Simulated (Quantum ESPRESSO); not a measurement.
NaF (Villiaumite):

```
Na F
1.0
     0.00000    2.32000    2.32000
     2.32000    0.00000    2.32000
     2.32000    2.32000    0.00000
Na F
1 1
Cartesian
  0.0000 0.0000 0.0000
  2.3200 2.3200 2.3200
```

Base run:

| Property | Result |
| --- | --- |
| Program | Quantum ESPRESSO 7.5 |
| Functional | LDA |
| Potentials or basis | PseudoDojo 0.4.1 SR LDA standard |
| Cutoff | 1197 eV |
| Density cutoff | 4789 eV |
| k mesh | 10 × 10 × 10 |
| Occupations | fermi-dirac, width 0.05 eV |
| Spin | no spin polarisation |

Its results: band gap on the k mesh 5.97 eV, direct; pressure -4.5 GPa.

Problem. The run is repeated on the same cell with these changes: functional from LDA to PBEsol; potentials or basis from PseudoDojo 0.4.1 SR LDA standard to PseudoDojo 0.4.1 SR PBEsol standard. What comes out?

Solution. Band gap on the k mesh 6.18 eV, direct; pressure -0.4 GPa.
